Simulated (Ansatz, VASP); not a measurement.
**CoSi2 (CoSi2 strained to the junction's net): VASP beside Ansatz**

Aim: how closely do two programs agree when they are given the same cell, functional and k mesh? The cell is generated by rule, not measured, and may not be a known phase. The structure shown is the end of the Ansatz relaxation below.

Calculated with Ansatz 0.2.0; plane waves, with VASP 6.6.1 beside it; single point at PBE.

## Step 1: Starting point

Symmetry: Fm-3m, No. 225, cubic system. The conventional cell has a = 5.358 Å, b = 5.358 Å, c = 5.358 Å, α = 90.00°, β = 90.00°, γ = 90.00°. Nearest to Si lie 4 Co at 2.32 Å. Nearest to Co lie 8 Si at 2.32 Å. Farther neighbours are not listed. That group holds within 0.01 Å; judged at 0.001 Å it is R-3m (No. 166).

As a file:

```cif
data_structure
_symmetry_space_group_name_H-M 'P 1'
_symmetry_Int_Tables_number 1
_cell_length_a 3.7900
_cell_length_b 3.7900
_cell_length_c 9.2749
_cell_angle_alpha 90.000
_cell_angle_beta 90.000
_cell_angle_gamma 120.000
_cell_volume 115.38
loop_
_atom_site_label
_atom_site_type_symbol
_atom_site_fract_x
_atom_site_fract_y
_atom_site_fract_z
_atom_site_occupancy
Si1 Si 0.00000 0.00000 0.00020 1
Si2 Si 0.66667 0.33333 0.16646 1
Si3 Si 0.33333 0.66667 0.33354 1
Si4 Si 0.00000 0.00000 0.49980 1
Si5 Si 0.66667 0.33333 0.66687 1
Si6 Si 0.33333 0.66667 0.83313 1
Co7 Co 0.33333 0.66667 0.08333 1
Co8 Co 0.66667 0.33333 0.41667 1
Co9 Co 0.00000 0.00000 0.75000 1
```

## Step 2: Ansatz: relaxation, PBE

Ansatz runs on its default PAW (the set named soft_2) files.

This run makes the geometry at which the two programs are then compared.

input.yaml reads:

```yaml
crystal:
  lattice:
    - [3.79, 0.0, 0.0]
    - [-1.895, 3.2822362803, 0.0]
    - [0.0, 0.0, 9.283950671]
  atoms:
    - { symbol: Si, position: [0.0, 0.0, 0.0] }
    - { symbol: Co, position: [0.3333333333, 0.6666666667, 0.0833333333] }
    - { symbol: Si, position: [0.6666666667, 0.3333333333, 0.1666666667] }
    - { symbol: Si, position: [0.3333333333, 0.6666666667, 0.3333333333] }
    - { symbol: Co, position: [0.6666666667, 0.3333333333, 0.4166666667] }
    - { symbol: Si, position: [0.0, 0.0, 0.5] }
    - { symbol: Si, position: [0.6666666667, 0.3333333333, 0.6666666667] }
    - { symbol: Co, position: [0.0, 0.0, 0.75] }
    - { symbol: Si, position: [0.3333333333, 0.6666666667, 0.8333333333] }
kpoints:
  mp_grid: { grid: [12, 12, 3] }
scf:
  occupations: { method: fermi_dirac, width: 0.1 }
  max_iter: 150
hamiltonian:
  xc: pbe
relax:
  f_tol: 0.01
  max_steps: 40
  cell: { fix: [a, b, angles] }
```

Started as:

```console
> ansatz run input.yaml --threads 8 --pin off --max-ram 24576MiB --backend cpu --events-out ev --progress --plain --runs-dir out
```

Numbers of over 12 decimals in the logs are rounded to 6 here.

Output:

```text
Engine: ansatz 0.2.0, aarch64-unknown-linux-gnu
Pseudopotentials: kind: paw
Pseudopotential: Si, paw, valence charge 4, recommended cutoff 420 eV (normal), Si.paw.azcp
Pseudopotential: Co, paw, valence charge 17, recommended cutoff 420 eV (normal), Co.paw.azcp
Functional definition: PBE
  parameter kappa = 0.804
  parameter beta = 0.066725
  exchange = pbe_x(kappa = kappa, mu = beta*pi^2/3)
  correlation = pbe_c(beta = beta)
Crystal: 9 atoms, lattice volume = 115.489 Å³
Basis set: ecut = 420 eV, 2263 PW (Γ), exchange–correlation on 54×54×128 points (8 copies of the dense FFT grid, shifted against one another)
Bands: 47, of which v1, the nominal top of the filled ones, is band 38 counted from 1 (37 counted from 0)
Symmetry: 36 space group operations
Space group: R-3m (ITA 166), of the structure as read, at distance tolerance 4.9e-5 Å
k-points: 50 of 432
Non-local potential: Si, projectors of the file, l = 0: 2, l = 1: 2, l = 2: 2
Non-local potential: Co, projectors of the file, l = 0: 3, l = 1: 2, l = 2: 3, l = 3: 1
PAW form: soft (Blöchl's): semilocal exchange-correlation on the pseudo side does not see the compensation charge
PAW one-centre angular grid: Si, 110 points (default); XC on 64 Gauss nodes
PAW one-centre angular grid: Co, 590 points (default); XC on 64 Gauss nodes
Initial density: superposition of atomic densities (neutral atoms: chi_scale 0, normalization atom), corrected by the library's trained network
Initial wavefunctions: pseudopotential atomic-orbital guess
Functional: x = pbe(κ = 0.804, μ = 0.219515), c = pbe(β = 0.066725)
SCF iter   1: F=—  HF=-19197.599378 eV  |F-HF|=—  |Δ(HF+E_count)|=         —  Δρ=5.15e-3  dr2=3.22e-2  ethr=1.77e-3  ⟨swp⟩=7.3  Hψ=9894  notcnv=0  defer=4
preconditioner: auto → Kerker (q_TF=auto, 2.539 Å⁻¹)  [metal: Δε(μ)=0.034 eV  Ē_g=7.159 eV  σ=0.100 eV  W_gap=0.08  n_scr=36 (ndim 8)  ℏωp=24.7 eV  f_vac=0.003  D(μ)=2.88/eV (n_scr^D=24)]
SCF iter   2: F=—  HF=-19197.598572 eV  |F-HF|=—  |Δ(HF+E_count)|=   8.06e-4  Δρ=3.69e-3  dr2=1.83e-2  ethr=4.30e-5  ⟨swp⟩=1.9  Hψ=3301  notcnv=0  defer=8
SCF iter   3: F=—  HF=-19197.599637 eV  |F-HF|=—  |Δ(HF+E_count)|=   1.06e-3  Δρ=4.97e-3  dr2=1.87e-2  ethr=2.44e-5  ⟨swp⟩=2.0  Hψ=3287  notcnv=0  defer=10
SCF iter   4: F=—  HF=-19197.598288 eV  |F-HF|=—  |Δ(HF+E_count)|=   1.35e-3  Δρ=2.17e-3  dr2=3.88e-3  ethr=2.44e-5  ⟨swp⟩=1.0  Hψ=2295  notcnv=0  defer=10
SCF iter   5: F=—  HF=-19197.598068 eV  |F-HF|=—  |Δ(HF+E_count)|=   2.21e-4  Δρ=9.77e-4  dr2=7.74e-4  ethr=5.17e-6  ⟨swp⟩=1.0  Hψ=2295  notcnv=0  defer=10
SCF iter   6: F=—  HF=-19197.598020 eV  |F-HF|=—  |Δ(HF+E_count)|=   4.76e-5  Δρ=1.71e-4  dr2=2.51e-5  ethr=1.03e-6  ⟨swp⟩=1.9  Hψ=2645  notcnv=0  defer=10
SCF iter   7: F=—  HF=-19197.597964 eV  |F-HF|=—  |Δ(HF+E_count)|=   5.62e-5  Δρ=5.15e-5  dr2=2.43e-6  ethr=3.35e-8  ⟨swp⟩=2.1  Hψ=3270  notcnv=0  defer=10
SCF iter   8: F=-19197.597964 eV  HF=-19197.597964 eV  |F-HF|=5.96e-8  |Δ(HF+E_count)|=   5.16e-8  Δρ=9.22e-6  dr2=6.69e-8  ethr=1.33e-10  ⟨swp⟩=3.4  Hψ=9926  notcnv=0
SCF 1 converged in 8 iterations: F = -19197.597964 eV  dr2 = 6.69e-8
  greatest PAW one-centre occupation: 1.000 electrons in one spin orbital (limit 2), on the Co atom at site 7 (counted from 0), in its partial waves of l = 0
relax step   1: F+E_penalty+E_count = -19197.59796372 eV  Δ(F+E_penalty+E_count) = +0.000e0 eV  max|allowed force component| = 1.347e-2 eV/Å  Δτ_max = 0.0000 Å  P = +0.036 GPa  Ω = 115.489 Å³  fix = [a, b, alpha, beta, gamma]  reactions: a +0.157, b +0.157 GPa  (8 SCF iters, dr2 threshold 1.00e-7 eV, accepted)
[...]
relax step   2: F+E_penalty+E_count = -19197.59810049 eV  Δ(F+E_penalty+E_count) = -1.368e-4 eV  max|allowed force component| = 9.292e-3 eV/Å  Δτ_max = 0.0008 Å  P = +0.133 GPa  Ω = 115.427 Å³  energy of the carried Pulay correction = +2.742e-5 eV  fix = [a, b, alpha, beta, gamma]  reactions: a +0.232, b +0.232 GPa  (6 SCF iters, dr2 threshold 1.07e-7 eV, accepted)
[...]
relax step   3: F+E_penalty+E_count = -19197.59816392 eV  Δ(F+E_penalty+E_count) = -6.342e-5 eV  max|allowed force component| = 1.408e-3 eV/Å  Δτ_max = 0.0011 Å  P = +0.211 GPa  Ω = 115.377 Å³  energy of the carried Pulay correction = +4.952e-5 eV  fix = [a, b, alpha, beta, gamma]  reactions: a +0.308, b +0.308 GPa  (6 SCF iters, dr2 threshold 1.05e-8 eV, accepted)
[...]
relax step   4: F+E_penalty+E_count = -19197.59812448 eV  Δ(F+E_penalty+E_count) = +3.944e-5 eV  max|allowed force component| = 1.412e-3 eV/Å  Δτ_max = 0.0000 Å  P = +0.211 GPa  Ω = 115.377 Å³  fix = [a, b, alpha, beta, gamma]  reactions: a +0.308, b +0.308 GPa  stress off target by 1.65e-2 GPa on what of the cell is left free  SCF on the basis re-selected at this cell (its energy is not comparable with the rows above)  (9 SCF iters)
basis re-selected at this cell: Δ(F+E_penalty+E_count) = +3.944e-5 eV, ΔP = -0.001 GPa vs the last step (what re-selecting the basis moved, of the pressure what is left beyond the Pulay correction that the steps carried, after the strain that the cell walked since its last selection, with what the two solves' SCF thresholds leave and, on support functions, any second-order correction that the steps lacked; it is no m [...]
SCF converged after 9 iterations
Free energy (F): -19197.598124 eV
Harris-Foulkes:  -19197.598124 eV  (|F-HF|=3.64e-12)
Internal energy: -19197.500720 eV  (E = F + TS)
E sigma→0 (E₀):  -19197.549422 eV
Entropy (-TS):   -0.097404 eV (-10.823 meV/atom)
Fermi energy:    12.858933 eV
--- Per-component energies (eV) ---
  E_band       = -853.648271
  E_kinetic    = 1642.316528
  E_local      = -12292.666004  (includes V_loc(G=0)·N_el)
  E_nonlocal   = 1503.684764
  E_hartree    = 5348.254331
  E_xc         = -822.203583
  E_vxc        = -915.638006  (∫ρ·V_xc dr)
  E_paw        = -7624.287515  (= ΣΔE_a)
  E_vpaw       = -1487.854681  (= ΣTr[D̂ρ^β])
  E_aug_tail   = 0.000468  (compensation charges beyond the density's cutoff)
  E_ewald      = -6952.599710
  E_smearing   = -0.097404  (= −TS)
  E_closure    = 0.000000  (closes the sum)
  Σ components = -19197.598124   (vs F -19197.598124, Δ=0.00e0)
--- Forces (eV/Å), atoms counted from 1 ---
  atom   1  Si    -0.00000000     0.00000000     0.00141229
  atom   2  Co    -0.00000000     0.00000000     0.00000000
  atom   3  Si     0.00000000    -0.00000000    -0.00141229
  atom   4  Si     0.00000000     0.00000000     0.00141229
  atom   5  Co     0.00000000     0.00000000    -0.00000000
  atom   6  Si    -0.00000000    -0.00000000    -0.00141229
  atom   7  Si     0.00000000     0.00000000     0.00141229
  atom   8  Co     0.00000000    -0.00000000     0.00000000
  atom   9  Si    -0.00000000    -0.00000000    -0.00141229
  max |Σ_I F_I| component: 4.93e-17 eV/Å
--- Stress (GPa, compression-positive) ---
        0.307721      -0.000000       0.000000
       -0.000000       0.307721       0.000000
        0.000000       0.000000       0.016478
  P = ⅓ Tr σ = 0.2106 GPa (2.106 kbar)
--- Relaxed structure (3 steps of the walk, 3 accepted, 1 SCFs on fresh bases) ---
  F+E_penalty+E_count = -19197.59812448 eV   max|allowed force component| = 1.412e-3 eV/Å   (the final SCF, on the basis selected at the relaxed cell)
  cell:  # Å, volume = 115.3769 Å³
    - [3.790000, 0, 0]
    - [-1.895000, 3.282236, 0]
    - [0, 0, 9.274914]
  atoms:
    - { symbol: Si, position: [0, 0, 0.000203458] }
    - { symbol: Co, position: [0.333333, 0.666667, 0.083333] }
    - { symbol: Si, position: [0.666667, 0.333333, 0.166463] }
    - { symbol: Si, position: [0.333333, 0.666667, 0.333537] }
    - { symbol: Co, position: [0.666667, 0.333333, 0.416667] }
    - { symbol: Si, position: [0, 0, 0.499797] }
    - { symbol: Si, position: [0.666667, 0.333333, 0.666870] }
    - { symbol: Co, position: [0, 0, 0.750000] }
    - { symbol: Si, position: [0.333333, 0.666667, 0.833130] }
```

Reading the cycles: dr2 is the Hartree energy of the density residual (eV), the measure of convergence; HF is the Harris–Foulkes estimate of the energy, which meets the free energy F at convergence.

## Step 3: VASP: single point, PBE

The same cell, functional, mesh and smearing now go to VASP, with its own data sets.

Lines of VASP's logs that name or quote its potential files are left out, and so is its time.

INCAR reads:

```
SYSTEM = CoSi2
PREC = Accurate
ENCUT = 600
EDIFF = 1E-06
NELM = 120
ISMEAR = -1
SIGMA = 0.1
LREAL = .FALSE.
ALGO = Normal
GGA = PE
NBANDS = 34
LASPH = .TRUE.
LORBIT = 11
LWAVE = .FALSE.
LCHARG = .FALSE.
ISIF = 2
GGA_COMPAT = .FALSE.
KPAR = 2
```

POSCAR reads:

```
CoSi2
1.0
    3.7900000000      0.0000000000      0.0000000000
   -1.8950000000      3.2822362803      0.0000000000
    0.0000000000      0.0000000000      9.2749144728
Si Co
6 3
Direct
    0.0000000000      0.0000000000      0.0002034581
    0.6666666667      0.3333333333      0.1664632086
    0.3333333333      0.6666666667      0.3335367914
    0.0000000000      0.0000000000      0.4997965419
    0.6666666667      0.3333333333      0.6668701248
    0.3333333333      0.6666666667      0.8331298752
    0.3333333333      0.6666666667      0.0833333333
    0.6666666667      0.3333333333      0.4166666667
    0.0000000000      0.0000000000      0.7500000000
```

KPOINTS reads:

```
Automatic mesh
0
Gamma
12 12 3
0 0 0
```

The projector-augmented-wave data sets are Si and Co (PBE family, release 64).

Started as:

```console
> mpirun -np 2 vasp_std
```

Output:

```text
[banner, memory and clock lines left out]
running    2 mpi-ranks, on    1 nodes
 distrk:  each k-point on    1 cores,    2 groups
 distr:  one band on    1 cores,    1 groups

 POSCAR found type information on POSCAR SiCo
 POSCAR found :  2 types and       9 ions
 LDA part: xc-table for (Slater+PW92), standard interpolation
 POSCAR, INCAR and KPOINTS ok, starting setup
 FFT: planning ... GRIDC
 FFT: planning ... GRID_SOFT
 FFT: planning ... GRID
 WAVECAR not read
 entering main loop
       N       E                     dE             d eps       ncg     rms          rms(c)
DAV:   1     0.346245702304E+03    0.34625E+03   -0.22974E+04  3400   0.169E+03
DAV:   2    -0.312439616184E+02   -0.37749E+03   -0.36231E+03  3404   0.365E+02
DAV:   3    -0.608733137359E+02   -0.29629E+02   -0.28267E+02  4060   0.116E+02
DAV:   4    -0.621689802528E+02   -0.12957E+01   -0.12806E+01  4344   0.227E+01
DAV:   5    -0.622177132149E+02   -0.48733E-01   -0.48675E-01  4568   0.421E+00    0.248E+01
DAV:   6    -0.730224496250E+02   -0.10805E+02   -0.12585E+02  4818   0.146E+02    0.311E+01
DAV:   7    -0.577223294474E+02    0.15300E+02   -0.60162E+01  4454   0.123E+02    0.783E+00
DAV:   8    -0.582744355198E+02   -0.55211E+00   -0.70795E+00  3908   0.130E+01    0.539E+00
DAV:   9    -0.579595680052E+02    0.31487E+00   -0.91718E-01  4884   0.127E+01    0.154E+00
DAV:  10    -0.579603947409E+02   -0.82674E-03   -0.54979E-02  3748   0.136E+00    0.844E-01
DAV:  11    -0.579567247833E+02    0.36700E-02   -0.21827E-02  4674   0.180E+00    0.421E-01
DAV:  12    -0.579561945786E+02    0.53020E-03   -0.13669E-03  5136   0.465E-01    0.188E-01
DAV:  13    -0.579562909684E+02   -0.96390E-04   -0.15195E-03  5204   0.397E-01    0.160E-01
DAV:  14    -0.579561450792E+02    0.14589E-03   -0.49090E-04  5240   0.288E-01    0.264E-02
DAV:  15    -0.579561483288E+02   -0.32496E-05   -0.32118E-05  3896   0.286E-02    0.116E-02
DAV:  16    -0.579561487622E+02   -0.43334E-06   -0.71010E-07  2202   0.738E-03
   1 F= -.57956149E+02 E0= -.57907455E+02  d E =-.973882E-01
```

From OUTCAR (step 3):

```text
ion  position               nearest neighbor table
   1  0.000  0.000  0.000-   7 2.32   7 2.32   7 2.32   9 2.32   2 2.68   2 2.68   2 2.68   6 2.68
                             6 2.68   6 2.68
   2  0.667  0.333  0.166-   7 2.32   7 2.32   7 2.32   8 2.32   1 2.68   1 2.68   1 2.68   3 2.68
                             3 2.68   3 2.68
   3  0.333  0.667  0.334-   8 2.32   8 2.32   8 2.32   7 2.32   4 2.68   4 2.68   4 2.68   2 2.68
                             2 2.68   2 2.68
   4  0.000  0.000  0.500-   8 2.32   8 2.32   8 2.32   9 2.32   3 2.68   3 2.68   3 2.68   5 2.68
                             5 2.68   5 2.68
   5  0.667  0.333  0.667-   9 2.32   9 2.32   9 2.32   8 2.32   6 2.68   6 2.68   6 2.68   4 2.68
                             4 2.68   4 2.68
   6  0.333  0.667  0.833-   9 2.32   9 2.32   9 2.32   7 2.32   5 2.68   5 2.68   5 2.68   1 2.68
                             1 2.68   1 2.68
   7  0.333  0.667  0.083-   1 2.32   2 2.32   1 2.32   2 2.32   1 2.32   2 2.32   6 2.32   3 2.32

  LATTYP: Found a hexagonal cell.
 ALAT       =     3.7900000000
 C/A-ratio  =     2.4472069849

 Subroutine GETGRP returns: Found 12 space group operations
 (whereof  6 operations were pure point group operations)

The static configuration has the point symmetry C_3v.
 The point group associated with its full space group is D_3d.

 Found     50 irreducible k-points:

   k-points           NKPTS =     50   k-points in BZ     NKDIM =     50   number of bands    NBANDS=     34

   dimension x,y,z NGX =    30 NGY =   30 NGZ =   80
   dimension x,y,z NGXF=    60 NGYF=   60 NGZF=  160

   ENCUT  =  600.0 eV  44.10 Ry    6.64 a.u.   7.57  7.57 18.52*2*pi/ulx,y,z

   NELECT =      51.0000    total number of electrons

 k-points in reciprocal lattice and weights: Automatic mesh
   0.00000000  0.00000000  0.00000000       0.002
   0.08333333 -0.00000000  0.00000000       0.014
   0.16666667  0.00000000  0.00000000       0.014
   0.25000000  0.00000000  0.00000000       0.014
   0.33333333 -0.00000000  0.00000000       0.014
   0.41666667  0.00000000  0.00000000       0.014
   0.50000000  0.00000000  0.00000000       0.007
   0.08333333  0.08333333  0.00000000       0.014
   0.16666667  0.08333333  0.00000000       0.028
[...]
-0.25000000 -0.41666667  0.33333333       0.028
   0.33333333  0.33333333  0.33333333       0.009

 average (electrostatic) potential at core
       1 -79.4669       2 -79.4669       3 -79.4669       4 -79.4669       5 -79.4669
       6 -79.4669       7 -78.2762       8 -78.2762       9 -78.2762

 E-fermi :  10.0690

 k-point     1 :       0.0000    0.0000    0.0000
  band No.  band energies     occupation
    ...
     16       8.1014      2.00000
     17       8.1739      2.00000
     18       8.1739      2.00000
     19       8.4821      2.00000
     20       8.4821      2.00000
     21      10.5339      0.01896
     22      10.5339      0.01896
     23      10.5339      0.01896
     24      10.5339      0.01896
     25      10.8205      0.00109
    ...

 k-point     2 :       0.0833   -0.0000    0.0000
  band No.  band energies     occupation
    ...
     18       8.3274      2.00000
     19       8.4007      2.00000
     20       8.4253      2.00000
     21       9.8645      1.77089
     22      10.0258      1.21288
     23      10.5130      0.02332
     24      10.7924      0.00144
     25      10.9110      0.00044
     26      12.1781      0.00000
     27      12.4201      0.00000
    ...

 k-point     3 :       0.1667    0.0000    0.0000
  band No.  band energies     occupation
    ...
     19       8.4475      2.00000
     20       8.4822      2.00000
     21       9.2971      1.99911
     22       9.4709      1.99496
     23      10.0260      1.21196
     24      10.4854      0.03061
     25      10.6856      0.00419
     26      11.6127      0.00000
     27      11.6303      0.00000
     28      12.0986      0.00000
    ...

  Total        0.1259360      0.1259360     -0.0839709      0.0000000      0.0000000      0.0000000
  in kB        1.7488057      1.7488057     -1.1660591      0.0000000      0.0000000      0.0000000
  external PRESSURE =       0.7771841 kB  Pullay stress =       0.0000000 kB

  energy-cutoff  :      600.00
  volume of cell :      115.38
      direct lattice vectors                 reciprocal lattice vectors
     3.790000000  0.000000000  0.000000000     0.263852243  0.152335163  0.000000000
    -1.895000000  3.282236280  0.000000000     0.000000000  0.304670327  0.000000000
     0.000000000  0.000000000  9.274914473     0.000000000  0.000000000  0.107817706

 POSITION                                       TOTAL-FORCE (eV/Angst)
 -----------------------------------------------------------------------------------
      0.00000      0.00000      0.00189        -0.000000     -0.000000      0.001337
      1.89500      1.09408      1.54393         0.000000      0.000000     -0.001337
     -0.00000      2.18816      3.09353        -0.000000     -0.000000      0.001337
      0.00000      0.00000      4.63557         0.000000      0.000000     -0.001337
      1.89500      1.09408      6.18516        -0.000000     -0.000000      0.001337
     -0.00000      2.18816      7.72721         0.000000      0.000000     -0.001337
     -0.00000      2.18816      0.77291        -0.000000      0.000000      0.000000
      1.89500      1.09408      3.86455        -0.000000      0.000000      0.000000
      0.00000      0.00000      6.95619        -0.000000      0.000000      0.000000
 -----------------------------------------------------------------------------------
    total drift:                               -0.000000      0.000000     -0.000000

  FREE ENERGIE OF THE ION-ELECTRON SYSTEM (eV)
  ---------------------------------------------------
  free  energy   TOTEN  =       -57.9561487622 eV

  energy  without entropy=      -57.8587605838  energy(sigma->0) =      -57.90745467

 total charge
# of ion       s       p       d       tot
------------------------------------------
    1        0.717   0.872   0.000   1.589
    2        0.717   0.872   0.000   1.589
    3        0.717   0.872   0.000   1.589
    4        0.717   0.872   0.000   1.589
    5        0.717   0.872   0.000   1.589
    6        0.717   0.872   0.000   1.589
    7        0.540   0.718   7.594   8.852
    8        0.540   0.718   7.594   8.852
    9        0.540   0.718   7.594   8.852
--------------------------------------------------
tot          5.923   7.385  22.782  36.090

[... 3 further parts left out ...]
```

This run has no spin polarisation, so a moment on Co, if there is one, isn't seen. Its electron count is odd, so without a moment it is a metal by construction.

## Step 4: Side by side

Known differences besides the potentials themselves: the data sets hold 75 valence electrons in Ansatz (on its default PAW (the set named soft_2) files) and 51 in VASP; the cutoff is 420 eV in Ansatz and 600 eV in VASP; Ansatz's pressure holds a Pulay correction, VASP's none. Total energies have different zeros and are not compared.

Compared:

| quantity | Ansatz | VASP | difference |
| --- | --- | --- | --- |
| pressure (GPa) | 0.21 | 0.08 | +0.13 |

## Step 5: Results

- difference in pressure (single point, PBE): 0.13 GPa

What this shows: The difference in pressure is 0.13 GPa (single point, PBE), within the 1 GPa picked in this series as the mark of a large difference. The data sets hold unlike numbers of valence electrons (75 in Ansatz and 51 in VASP), so part of the differences comes from the potentials. 1 further run of this series is not shown here. How closely two codes agree says nothing of how well the functional describes the real material.

[Lines on the potential files, build, host, timing and source positions are cut from VASP's logs without a mark.]

[Logs are printed without paths, hosts, clocks, repeated set-up lines and the standing remarks that a program may print on its own settings, such as how far it seeks lower states.]

[Hosts, paths, dates, database ids (printed as entryN), source tags and the programs' standing remarks are cut or masked in the printed files.]
